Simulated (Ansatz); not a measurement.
# BaTiO3 (P4mm) in Ansatz: settings compared, part 2 of 2

Ansatz 0.2.0. Earlier steps stand in the parts before.

## 5. Band structure, PBE+U

input.yaml

```yaml
crystal:
  lattice:
    - [3.9998, 0.0, 0.0]
    - [0.0, 3.9998, 0.0]
    - [0.0, 0.0, 4.018]
  atoms:
    - { symbol: Ba, position: [0.0, 0.0, 0.0] }
    - { symbol: Ti, position: [0.5, 0.5, 0.49] }
    - { symbol: O, position: [0.0, 0.5, 0.517] }
    - { symbol: O, position: [0.5, 0.0, 0.517] }
    - { symbol: O, position: [0.5, 0.5, 0.019] }
hamiltonian:
  xc: pbe
  pseudopotentials: { kind: paw }
  hubbard: { sites: [{ species: Ti, l: d, u_eff: 3.0 }] }
kpoints:
  mp_grid: { grid: [7, 7, 7] }
  band_path:
    path:
      - [[0.0, 0.0, 0.0], [0.0, 0.5, 0.0], [0.5, 0.5, 0.0], [0.0, 0.0, 0.0], [0.0, 0.0, 0.5], [0.0, 0.5, 0.5], [0.5, 0.5, 0.5], [0.0, 0.0, 0.5]]
      - [[0.0, 0.5, 0.0], [0.0, 0.5, 0.5]]
      - [[0.5, 0.5, 0.0], [0.5, 0.5, 0.5]]
    npoints: 14
scf:
  occupations: { method: fermi_dirac, width: 0.05 }
  n_extra_bands: 12
output:
  forces: true
  stress: true
  eigenvalues: true
  fatbands: false
```

The run is started by

```
ansatz run input.yaml --threads 2 --pin off --max-ram 5632MiB --backend cpu --events-out ev --progress --plain --runs-dir out
```

Run time: 27 s. Hardware: 2 threads of Arm Neoverse N1, shared host; peak memory 0.55 GiB.

The run converged. Its results:

- Free energy: -10156.9515 eV
- Pressure: 3.4 GPa
- Largest force: 0.164 eV/Å
- Band gap on the k mesh: 2.27 eV, indirect (least direct gap 2.44 eV)
- Band gap along the path: 2.17 eV, indirect (least direct gap 2.44 eV)

Forces in eV/Å, atoms in the order of the input:
```
Ba   0.000  0.000  0.032
Ti   0.000  0.000  0.033
O    0.000  0.000 -0.115
O    0.000  0.000 -0.115
O    0.000  0.000  0.164
```

Stress tensor (GPa, compression positive):
```
3.05 0.00 0.00
0.00 3.05 0.00
0.00 0.00 3.96
```

Levels at the corners of the path, in eV from the valence-band top:
| point | band 17 | band 18 | band 19 | band 20 | band 21 | band 22 | band 23 | band 24 |
| --- | --- | --- | --- | --- | --- | --- | --- | --- |
| Γ | -1.17 | -0.30 | -0.27 | -0.27 | 2.17 | 2.33 | 2.33 | 3.85 |
| X | -1.72 | -1.65 | -0.94 | -0.86 | 2.44 | 3.70 | 3.71 | 3.92 |
| M | -1.86 | -0.95 | -0.95 | -0.05 | 3.73 | 3.73 | 4.07 | 4.59 |
| Γ | -1.17 | -0.30 | -0.27 | -0.27 | 2.17 | 2.33 | 2.33 | 3.85 |
| Z | -1.84 | -1.84 | -0.72 | -0.72 | 2.29 | 3.74 | 3.74 | 3.86 |
| R | -1.81 | -0.89 | -0.87 | -0.13 | 3.73 | 3.76 | 4.04 | 4.71 |
| A | -2.26 | -0.09 | -0.09 | 0.00 | 4.28 | 4.28 | 4.30 | 6.55 |
| Z | -1.84 | -1.84 | -0.72 | -0.72 | 2.29 | 3.74 | 3.74 | 3.86 |
| X | -1.72 | -1.65 | -0.94 | -0.86 | 2.44 | 3.70 | 3.71 | 3.92 |
| R | -1.81 | -0.89 | -0.87 | -0.13 | 3.73 | 3.76 | 4.04 | 4.71 |
| M | -1.86 | -0.95 | -0.95 | -0.05 | 3.73 | 3.73 | 4.07 | 4.59 |
| A | -2.26 | -0.09 | -0.09 | 0.00 | 4.28 | 4.28 | 4.30 | 6.55 |

Eigenvalues of the final occupation matrices:
| site | spin | trace | eigenvalues |
| --- | --- | --- | --- |
| site 1 | 1 | 1.12 | 0.18 0.18 0.18 0.29 0.29 |

Caveat: the k mesh misses the band edges, so the gap on the mesh is wider than the one along the path; the pressure holds a Pulay correction of +0.5 GPa for the finite cutoff; spin-orbit coupling is left out, which moves the levels of the heavy elements.

## 6. Band structure, PBE+U

input.yaml: that of step 5 with these lines changed.

```diff
@@ -14,3 +14,3 @@
   pseudopotentials: { kind: paw }
-  hubbard: { sites: [{ species: Ti, l: d, u_eff: 3.0 }] }
+  hubbard: { sites: [{ species: Ti, l: d, u_eff: 4.0 }] }
 kpoints:
@@ -30,2 +30,2 @@
   eigenvalues: true
-  fatbands: false
+  fatbands: true
```

Potentials or basis: Ansatz PAW.

The run is started by

```
ansatz run input.yaml --threads 2 --pin off --max-ram 5632MiB --backend cpu --events-out ev --progress --plain --runs-dir out
```

Wall time 36 s (2 threads of Arm Neoverse N1, shared host); peak memory 0.55 GiB.

Results (log left out):

* Free energy: -10156.1036 eV
* Pressure: 3.7 GPa
* Largest force: 0.119 eV/Å
* Band gap on the k mesh: 2.40 eV, indirect (least direct gap 2.58 eV)
* Band gap along the path: 2.30 eV, indirect (least direct gap 2.58 eV)

Forces on the atoms (eV/Å):
```
Ba   0.000  0.000  0.028
Ti   0.000  0.000  0.099
O    0.000  0.000 -0.119
O    0.000  0.000 -0.119
O    0.000  0.000  0.110
```

Stress tensor (GPa, compression positive):
```
3.40 0.00 0.00
0.00 3.40 0.00
0.00 0.00 4.32
```

Levels at the corners of the path, in eV from the valence-band top:
```
point  band 18  band 19  band 20  band 21  band 22  band 23
    Γ    -0.31    -0.28    -0.28     2.30     2.45     2.45
    X    -1.63    -0.95    -0.88     2.55     3.77     3.78
    M    -0.96    -0.96    -0.05     3.79     3.79     4.11
    Γ    -0.31    -0.28    -0.28     2.30     2.45     2.45
    Z    -1.81    -0.74    -0.74     2.41     3.80     3.81
    R    -0.89    -0.87    -0.13     3.79     3.82     4.08
    A    -0.09    -0.09     0.00     4.32     4.32     4.34
    Z    -1.81    -0.74    -0.74     2.41     3.80     3.81
    X    -1.63    -0.95    -0.88     2.55     3.77     3.78
    R    -0.89    -0.87    -0.13     3.79     3.82     4.08
    M    -0.96    -0.96    -0.05     3.79     3.79     4.11
    A    -0.09    -0.09     0.00     4.32     4.32     4.34
```

Eigenvalues of the final occupation matrices:
| site | spin | trace | eigenvalues |
| --- | --- | --- | --- |
| site 1 | 1 | 1.10 | 0.17 0.18 0.18 0.29 0.29 |

Caveat: the k mesh misses the band edges, so the gap on the mesh is wider than the one along the path; the pressure holds a Pulay correction of +0.5 GPa for the finite cutoff; spin-orbit coupling is left out, which moves the levels of the heavy elements.

## 7. Overview

| level | U | hubbard projectors | double counting | gap on the mesh (eV) | pressure (GPa) | largest force (eV/Å) |
| --- | --- | --- | --- | --- | --- | --- |
| PBE | - | - | - | 1.93 | 2.4 | 0.31 |
| PBE+U | Ti d U = 1 eV | ortho-atomic (the default) | fll (the default) | 2.03 | 2.7 | 0.26 |
| PBE+U | Ti d U = 2 eV | ortho-atomic (the default) | fll (the default) | 2.15 | 3.0 | 0.22 |
| PBE+U | Ti d U = 3 eV | ortho-atomic (the default) | fll (the default) | 2.27 | 3.4 | 0.16 |
| PBE+U | Ti d U = 4 eV | ortho-atomic (the default) | fll (the default) | 2.40 | 3.7 | 0.12 |

Alike in all rows: task band structure; potentials or basis Ansatz PAW; no spin polarisation; cell as given; k mesh 7 × 7 × 7; cutoff (eV) 420; smearing fermi-dirac 0.05 eV.

On the cell as given the gap runs from 1.84 eV (PBE) to 2.30 eV (PBE+U). The pressure there spans 2.4 GPa (PBE) to 3.7 GPa (PBE+U); a positive pressure means that this level wants a larger cell, a negative one a smaller.

Caveats: the k mesh misses the band edges, so the gap on the mesh is wider than the one along the path; spin-orbit coupling is left out, which moves the levels of the heavy elements.

Total energies depend on the potentials used, so only differences within one code and one set of settings carry meaning.
